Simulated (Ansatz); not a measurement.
# WS2: the cost of one run

Method: DFT PBEsol+D3(BJ), scalar-relativistic, plane waves, PAW, in Ansatz 0.2.0.

2 further runs of the same task are left out: 1 that didn't finish, 1 set aside as unsound or not needed.

**1. The structure to begin with**

The structure is trigonal, space group R3m (No. 160). The conventional cell has a = 3.121 Å, b = 3.121 Å, c = 17.528 Å, α = 90.00°, β = 90.00°, γ = 120.00°. W (site symmetry 3m) has 6 S at 2.39 Å as nearest neighbours. S (site symmetry 3m) is surrounded by 3 W at 2.39 Å.

Coordinates:

```cif
data_structure
_symmetry_space_group_name_H-M 'R3m:H'
_symmetry_Int_Tables_number 160
_cell_length_a 3.1206
_cell_length_b 3.1206
_cell_length_c 17.5279
_cell_angle_alpha 90.000
_cell_angle_beta 90.000
_cell_angle_gamma 120.000
_cell_volume 147.82
loop_
_atom_site_label
_atom_site_type_symbol
_atom_site_symmetry_multiplicity
_atom_site_Wyckoff_symbol
_atom_site_fract_x
_atom_site_fract_y
_atom_site_fract_z
_atom_site_occupancy
W1 W 3 a 0.00000 0.00000 0.00064 1
S1 S 3 a 0.00000 0.00000 0.24453 1
S2 S 3 a 0.33333 0.66667 0.09020 1
```

It is the result of an earlier relaxation at this level (volume 16.42 Å³/atom; gap on the mesh: 0.70 eV).

**2. The scan**

The energy is mapped over the lattice constants a and c of the conventional cell.

- lattice constant a (and b): 5 values from 3.027 to 3.214 Å
- lattice constant c: 5 values from 15.00 to 20.05 Å

Nothing else is relaxed (fractional coordinates fixed). Energies count from the relaxed crystal. Points are written as (first, second).

**3. The run at (3.027 Å, 18.79 Å)**

Input file input.yaml:

```yaml
crystal:
  lattice:
    - [1.5135, 0.8738196324, 6.2633]
    - [-1.5135, 0.8738196324, 6.2633]
    - [0.0, -1.7476392648, 6.2633]
  atoms:
    - { symbol: W, position: [0.9993605138, 0.9993605138, 0.9993605138] }
    - { symbol: S, position: [0.7554704513, 0.7554704513, 0.7554704513] }
    - { symbol: S, position: [0.5764690349, 0.5764690349, 0.5764690349] }
basis:
  ecutwfc: 420
kpoints:
  mp_grid: { grid: [12, 12, 12] }
hamiltonian:
  xc: pbesol
  pseudopotentials: { kind: paw, azcp: { folder: soft_1 } }
  dispersion: d3bj
scf:
  occupations: { method: gaussian, width: 0.05 }
output:
  forces: true
  stress: true
  eigenvalues: true
```

Launch:

```bash
$ ansatz run input.yaml --threads 1 --pin off --max-ram 2048MiB --backend cpu --events-out ev --progress --plain --runs-dir out
```

Q: Estimate wall time and peak memory on 1 thread of Arm Neoverse N1, shared host.

About 35 s, with a peak of 0.43 GiB.
